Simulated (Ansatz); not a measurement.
# SiNi: the crystal squeezed far

How does SiNi (rocksalt type) answer strong compression, and how long do frozen cores keep up with all electrons? The runs shown use LAPW, crystal datasets and norm-conserving. Companion runs by PAW are cited. Its runs: the reference run (LAPW); volume scaled by 1 (crystal datasets and norm-conserving); volume scaled by 0.94 (LAPW); volume scaled by 0.88 (LAPW); volume scaled by 0.8 (LAPW); volume scaled by 0.72 (LAPW and norm-conserving); volume scaled by 0.64 (LAPW); volume scaled by 0.55 (LAPW, crystal datasets and norm-conserving).

Computed with Ansatz 0.2.0 (DFT PBE, with the methods named in each step, unless a step's input says otherwise).

1 further run of the same task is left out (for a known fault of the program).

## (1) The starting structure

The structure is cubic, space group Fm-3m (No. 225). Conventional cell: a = 4.741 Å, b = 4.741 Å, c = 4.741 Å, α = 90.00°, β = 90.00°, γ = 90.00°. Ni (site symmetry m-3m) has 6 Si at 2.37 Å as nearest neighbours. Si (site symmetry m-3m) is surrounded by 6 Ni at 2.37 Å.

Coordinates:

```
CELL_PARAMETERS angstrom
0.00000 2.37045 2.37045
2.37045 0.00000 2.37045
2.37045 2.37045 0.00000
ATOMIC_POSITIONS crystal
Ni 0.00000 0.00000 0.00000
Si 0.50000 0.50000 0.50000
```

Whether this phase is the stable one at these pressures isn't tested.

Atoms are numbered in the order of the input: Ni1, Si2.

## (2) The reference volume, LAPW

Contents of input.yaml:

```yaml
crystal:
  lattice:
    - [0.0, 2.3704530262, 2.3704530262]
    - [2.3704530262, 0.0, 2.3704530262]
    - [2.3704530262, 2.3704530262, 0.0]
  atoms:
    - { symbol: Ni, position: [0.0, 0.0, 0.0] }
    - { symbol: Si, position: [0.5, 0.5, 0.5] }
kpoints:
  mp_grid: { grid: [14, 14, 14] }
  band_path:
    path:
      - [0.0, 0.0, 0.0]
      - [0.5, 0.0, 0.5]
      - [0.625, 0.25, 0.625]
      - [0.375, 0.375, 0.75]
      - [0.0, 0.0, 0.0]
      - [0.5, 0.5, 0.5]
      - [0.5, 0.25, 0.75]
      - [0.5, 0.0, 0.5]
    npoints: 14
scf:
  occupations: { method: fermi_dirac, width: 0.08 }
hamiltonian:
  xc: pbe
  pseudopotentials: { kind: all_electron, lapw: { basis_error: 0.001 } }
output:
  forces: true
  stress: true
  eigenvalues: true
  populations: true
  dos: { projected: true, de: 0.2, e_range: [-14, 8] }
```

On the command line:

```sh
ansatz run input.yaml --threads 1 --pin off --max-ram 2048MiB --backend cpu --events-out ev --progress --plain --runs-dir out
```

## (3) Volume scaled by 1, crystal datasets

Contents of input.yaml:

```yaml
crystal:
  lattice:
    - [0.0, 2.3704530262, 2.3704530262]
    - [2.3704530262, 0.0, 2.3704530262]
    - [2.3704530262, 2.3704530262, 0.0]
  atoms:
    - { symbol: Ni, position: [0.0, 0.0, 0.0] }
    - { symbol: Si, position: [0.5, 0.5, 0.5] }
kpoints:
  mp_grid: { grid: [14, 14, 14] }
scf:
  occupations: { method: fermi_dirac, width: 0.08 }
hamiltonian:
  xc: pbe
  pseudopotentials: { kind: all_electron, datasets: crystal }
output:
  forces: true
  stress: true
  eigenvalues: true
```

## (4) Volume scaled by 1, norm-conserving

Edit input.yaml of step 3 so:

```diff
@@ -14,3 +14,3 @@
   xc: pbe
-  pseudopotentials: { kind: all_electron, datasets: crystal }
+  pseudopotentials: { kind: nc }
 output:
```

## (5) Volume scaled by 0.94, LAPW

Contents of input.yaml:

```yaml
crystal:
  lattice:
    - [0.0, 2.3220628559, 2.3220628559]
    - [2.3220628559, 0.0, 2.3220628559]
    - [2.3220628559, 2.3220628559, 0.0]
  atoms:
    - { symbol: Ni, position: [0.0, 0.0, 0.0] }
    - { symbol: Si, position: [0.5, 0.5, 0.5] }
kpoints:
  mp_grid: { grid: [14, 14, 14] }
scf:
  occupations: { method: fermi_dirac, width: 0.08 }
hamiltonian:
  xc: pbe
  pseudopotentials: { kind: all_electron, lapw: { basis_error: 0.001 } }
output:
  forces: true
  stress: true
  eigenvalues: true
  populations: true
```

## (6) Volume scaled by 0.88, LAPW

Edit input.yaml of step 5 so:

```diff
@@ -2,5 +2,5 @@
   lattice:
-    - [0.0, 2.3220628559, 2.3220628559]
-    - [2.3220628559, 0.0, 2.3220628559]
-    - [2.3220628559, 2.3220628559, 0.0]
+    - [0.0, 2.27156714, 2.27156714]
+    - [2.27156714, 0.0, 2.27156714]
+    - [2.27156714, 2.27156714, 0.0]
   atoms:
```

## (7) Volume scaled by 0.8, LAPW

Contents of input.yaml:

```yaml
crystal:
  lattice:
    - [0.0, 2.2005336594, 2.2005336594]
    - [2.2005336594, 0.0, 2.2005336594]
    - [2.2005336594, 2.2005336594, 0.0]
  atoms:
    - { symbol: Ni, position: [0.0, 0.0, 0.0] }
    - { symbol: Si, position: [0.5, 0.5, 0.5] }
kpoints:
  mp_grid: { grid: [14, 14, 14] }
  band_path:
    path:
      - [0.0, 0.0, 0.0]
      - [0.5, 0.0, 0.5]
      - [0.625, 0.25, 0.625]
      - [0.375, 0.375, 0.75]
      - [0.0, 0.0, 0.0]
      - [0.5, 0.5, 0.5]
      - [0.5, 0.25, 0.75]
      - [0.5, 0.0, 0.5]
    npoints: 8
scf:
  occupations: { method: fermi_dirac, width: 0.08 }
hamiltonian:
  xc: pbe
  pseudopotentials: { kind: all_electron, lapw: { basis_error: 0.001 } }
output:
  forces: true
  stress: true
  eigenvalues: true
  populations: true
  dos: { projected: true, de: 0.2, e_range: [-14, 8] }
```

## (8) Volume scaled by 0.72, LAPW

Edit input.yaml of step 7 so:

```diff
@@ -2,5 +2,5 @@
   lattice:
-    - [0.0, 2.2005336594, 2.2005336594]
-    - [2.2005336594, 0.0, 2.2005336594]
-    - [2.2005336594, 2.2005336594, 0.0]
+    - [0.0, 2.1245918887, 2.1245918887]
+    - [2.1245918887, 0.0, 2.1245918887]
+    - [2.1245918887, 2.1245918887, 0.0]
   atoms:
```

## (9) Volume scaled by 0.72, norm-conserving

Contents of input.yaml:

```yaml
crystal:
  lattice:
    - [0.0, 2.1245918887, 2.1245918887]
    - [2.1245918887, 0.0, 2.1245918887]
    - [2.1245918887, 2.1245918887, 0.0]
  atoms:
    - { symbol: Ni, position: [0.0, 0.0, 0.0] }
    - { symbol: Si, position: [0.5, 0.5, 0.5] }
kpoints:
  mp_grid: { grid: [14, 14, 14] }
scf:
  occupations: { method: fermi_dirac, width: 0.08 }
hamiltonian:
  xc: pbe
  pseudopotentials: { kind: nc }
output:
  forces: true
  stress: true
  eigenvalues: true
```

## (10) Volume scaled by 0.64, LAPW

Contents of input.yaml:

```yaml
crystal:
  lattice:
    - [0.0, 2.0427944923, 2.0427944923]
    - [2.0427944923, 0.0, 2.0427944923]
    - [2.0427944923, 2.0427944923, 0.0]
  atoms:
    - { symbol: Ni, position: [0.0, 0.0, 0.0] }
    - { symbol: Si, position: [0.5, 0.5, 0.5] }
kpoints:
  mp_grid: { grid: [14, 14, 14] }
scf:
  occupations: { method: fermi_dirac, width: 0.08 }
hamiltonian:
  xc: pbe
  pseudopotentials: { kind: all_electron, lapw: { basis_error: 0.001 } }
output:
  forces: true
  stress: true
  eigenvalues: true
  populations: true
```

## (11) Volume scaled by 0.55, LAPW

Contents of input.yaml:

```yaml
crystal:
  lattice:
    - [0.0, 1.9421625854, 1.9421625854]
    - [1.9421625854, 0.0, 1.9421625854]
    - [1.9421625854, 1.9421625854, 0.0]
  atoms:
    - { symbol: Ni, position: [0.0, 0.0, 0.0] }
    - { symbol: Si, position: [0.5, 0.5, 0.5] }
kpoints:
  mp_grid: { grid: [14, 14, 14] }
  band_path:
    path:
      - [0.0, 0.0, 0.0]
      - [0.5, 0.0, 0.5]
      - [0.625, 0.25, 0.625]
      - [0.375, 0.375, 0.75]
      - [0.0, 0.0, 0.0]
      - [0.5, 0.5, 0.5]
      - [0.5, 0.25, 0.75]
      - [0.5, 0.0, 0.5]
    npoints: 8
scf:
  occupations: { method: fermi_dirac, width: 0.08 }
hamiltonian:
  xc: pbe
  pseudopotentials: { kind: all_electron, lapw: { basis_error: 0.001 } }
output:
  forces: true
  stress: true
  eigenvalues: true
  populations: true
  dos: { projected: true, de: 0.2, e_range: [-14, 8] }
```

## (12) Volume scaled by 0.55, crystal datasets

Contents of input.yaml:

```yaml
crystal:
  lattice:
    - [0.0, 1.9421625854, 1.9421625854]
    - [1.9421625854, 0.0, 1.9421625854]
    - [1.9421625854, 1.9421625854, 0.0]
  atoms:
    - { symbol: Ni, position: [0.0, 0.0, 0.0] }
    - { symbol: Si, position: [0.5, 0.5, 0.5] }
kpoints:
  mp_grid: { grid: [14, 14, 14] }
scf:
  occupations: { method: fermi_dirac, width: 0.08 }
hamiltonian:
  xc: pbe
  pseudopotentials: { kind: all_electron, datasets: crystal }
output:
  forces: true
  stress: true
  eigenvalues: true
```

## (13) Volume scaled by 0.55, norm-conserving

Edit input.yaml of step 12 so:

```diff
@@ -14,3 +14,3 @@
   xc: pbe
-  pseudopotentials: { kind: all_electron, datasets: crystal }
+  pseudopotentials: { kind: nc }
 output:
```

(Steps that only read results are left out.)

Q: Predict the outcome of this session. Wanted: LAPW pressure at 0.55 of the volume; PAW pressure at 0.55 of the volume; crystal datasets pressure at 0.55 of the volume; norm-conserving pressure at 0.55 of the volume; fitted bulk modulus at zero pressure.

**Answer**, as computed:

| quantity | value |
| --- | --- |
| LAPW pressure at 0.55 of the volume | 309.3 GPa |
| PAW pressure at 0.55 of the volume | 309.7 GPa |
| crystal datasets pressure at 0.55 of the volume | 309.3 GPa |
| norm-conserving pressure at 0.55 of the volume | 309.6 GPa |
| fitted bulk modulus at zero pressure (LAPW) | 145 GPa |
| its pressure derivative | 4.21 |

In words: By LAPW the pressure climbs to 309 GPa at 0.55 of the first volume. One third-order Birch-Murnaghan curve follows these points (B₀ = 145 GPa, B′ = 4.21, misfit at most 0.74 GPa). A fit over so wide a range leans to the high pressures, so B₀ can be off by several per cent. Where LAPW's pressure is over 3 GPa, PAW's departs from it by at most 0.2 %, at 0.64 of the volume. The ions are at rest, and the electrons smeared by 0.08 eV. Spin polarisation is left out here, though a magnetic state may lie well lower.
